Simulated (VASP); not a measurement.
GaP, 2 atoms in the cell. Symmetry: F-43m, No. 216, cubic system. Conventional cell: a = 5.625 Å, b = 5.625 Å, c = 5.625 Å, α = 90.00°, β = 90.00°, γ = 90.00°. Around Ga (site symmetry -43m) lie 4 P at 2.44 Å. Around P (site symmetry -43m) lie 4 Ga at 2.44 Å.  The cell isn't the ideal one: strained and moved within the space group.

```yaml
Program: VASP 6.6.1
Task: single point
Functional: PBE
Potentials_or_basis: VASP PAW PBE potentials, release 64 (Ga_d, P)
Cutoff: 520 eV
k_mesh: 8 × 8 × 8
Occupations: gaussian, width 0.02 eV
Spin: no spin polarisation
Dipole_correction: no
Further_INCAR_settings: ALGO = Fast; EDIFF = 1e-07; NBANDS = 16
```

Potentials or basis: VASP PAW PBE potentials, release 64 (Ga_d, P).

Command:

```sh
$ cat potpaw_PBE.64/Ga_d/POTCAR potpaw_PBE.64/P/POTCAR > POTCAR
$ mpirun -np 1 vasp_std > vasp.out
```

Hardware: 1 thread of Intel(R) Xeon(R) Platinum 8488C (Sapphire Rapids) (shared host).

**Question.** How long does it take, and how much memory?

**Answer.** Wall time 28 s on 1 thread of Intel(R) Xeon(R) Platinum 8488C (Sapphire Rapids) (shared host), peak memory 0.16 GiB. Counts: scf iterations 15, k points 29.
